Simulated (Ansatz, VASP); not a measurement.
# W: VASP beside Ansatz

Contents of POSCAR:

```
W
1.0
   -1.5682171720      1.5682171720      1.5682171720
    1.5682171720     -1.5682171720      1.5682171720
    1.5682171720      1.5682171720     -1.5682171720
W
1
Direct
    0.0000000000      0.0000000000      0.0000000000
```

The input INCAR.step1:

```
SYSTEM = W
PREC = Accurate
ENCUT = 520
ISMEAR = 0
SIGMA = 0.1
LREAL = .False.
LASPH = .True.
NELM = 60
NBANDS = 13
GGA = PE
ALGO = Normal
EDIFF = 1E-4
LWAVE = .True.
LCHARG = .False.
```

INCAR.step2

```
SYSTEM = W
PREC = Accurate
ENCUT = 520
EDIFF = 1E-6
ISMEAR = 0
SIGMA = 0.1
LREAL = .False.
LASPH = .True.
NELM = 60
ALGO = Normal
ISIF = 2
LWAVE = .False.
LCHARG = .True.
METAGGA = R2SCAN
LMIXTAU = .True.
LELF = .True.
LVHAR = .True.
NBANDS = 13
ISTART = 1
```

Contents of KPOINTS:

```
regular mesh
0
Gamma
  18 18 18
  0 0 0
```

Input for Ansatz:

```yaml
crystal:
  lattice:
    - [-1.568217172, 1.568217172, 1.568217172]
    - [1.568217172, -1.568217172, 1.568217172]
    - [1.568217172, 1.568217172, -1.568217172]
  atoms:
    - { symbol: W, position: [0.0, 0.0, 0.0] }
basis:
  ecutwfc: 500
kpoints:
  mp_grid: { grid: [18, 18, 18] }
hamiltonian:
  xc: r2scan
scf:
  occupations: { method: gaussian, width: 0.1 }
output:
  forces: true
  stress: true
  eigenvalues: true
```

Alike in both runs: task single point; functional r2SCAN; k mesh 18 × 18 × 18; occupations gaussian, width 0.1 eV; no spin polarisation.

```csv
,VASP,Ansatz
version,VASP 6.6.1,Ansatz 0.2.0
potentials or method,"VASP PAW PBE potentials, release 64 (W_sv)","scalar-relativistic, plane waves, PAW"
plane-wave cutoff (eV),520,500
valence electrons in the cell,14,14
```

```tsv
	VASP	Ansatz	Ansatz less VASP
gap on the k mesh at the Fermi level (eV)	none	none	-
pressure (GPa)	11.8	10.4	-1.39
```

A gap of «none» marks a metal or a gap that the smearing closes. With one functional, cell and mesh, what is left measures potentials, basis and numerics.

Caveats: the PAW data sets were made with another functional, which shifts forces and pressure a little (VASP). Spin-orbit coupling is left out, which matters for the levels of W.
